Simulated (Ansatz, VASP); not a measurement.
PbS (Galena) in VASP and in Ansatz

Contents of INCAR:

```
SYSTEM = PbS
PREC = Accurate ; ENCUT = 600
EDIFF = 1E-6 ; ISMEAR = -1
SIGMA = 0.05 ; LREAL = .FALSE.
LASPH = .TRUE. ; NELM = 80
ALGO = Normal ; ISIF = 3
LWAVE = .FALSE. ; LCHARG = .FALSE.
GGA = B5 ; ALDAX = 1.0
AGGAX = 1.0 ; AGGAC = 1.0
ALDAC = 0.0 ; IBRION = 2
NSW = 80 ; EDIFFG = -0.01
```

File KPOINTS:

```
regular mesh
0
G
  8 8 8
  0 0 0
```

Contents of POSCAR:

```
PbS
1.0
    0.0000000000      2.9657500000      2.9657500000
    2.9657500000      0.0000000000      2.9657500000
    2.9657500000      2.9657500000      0.0000000000
Pb S
1 1
Direct
    0.0000000000      0.0000000000      0.0000000000
    0.5000000000      0.5000000000      0.5000000000
```

The input input.yaml:

```yaml
crystal:
  lattice:
    - [0.0, 2.96575, 2.96575]
    - [2.96575, 0.0, 2.96575]
    - [2.96575, 2.96575, 0.0]
  atoms:
    - { symbol: Pb, position: [0.0, 0.0, 0.0] }
    - { symbol: S, position: [0.5, 0.5, 0.5] }
kpoints:
  mp_grid: { grid: [8, 8, 8] }
scf:
  occupations: { method: fermi_dirac, width: 0.05 }
hamiltonian:
  xc: blyp
  pseudopotentials: { kind: all_electron, lapw: { basis_error: 0.001 } }
output:
  forces: true
  stress: true
relax:
  f_tol: 0.01
  max_steps: 60
  cell: {}
```

Alike in both runs: task relaxation of cell and atoms; functional BLYP; k mesh 8 × 8 × 8; occupations fermi-dirac, width 0.05 eV; no spin polarisation.

```csv
,VASP,Ansatz
version,VASP 6.6.1,Ansatz 0.2.0
potentials or method,"VASP PAW PBE potentials, release 64 (Pb_d, S)","all-electron LAPW, scalar-relativistic"
plane-wave cutoff (eV),600,see its input
```

```tsv
	VASP	Ansatz	Ansatz less VASP
relaxed volume (Å³/atom)	28.91	28.90	-0.010
relaxed cell length with the largest relative difference (Å)	4.341	4.340	-0.0005
energy change over the relaxation (meV/atom)	-49	-47	+1.5
```

Ansatz ran all-electron here, so the differences hold the error of VASP's frozen core and of both bases.

Caveats: the volume moved by +11 % from the deposited cell, more than functionals usually miss; the PAW data sets were made with another functional, which shifts forces and pressure a little (VASP). BLYP gives volumes clearly too large for solids. A k mesh can miss the band edges.
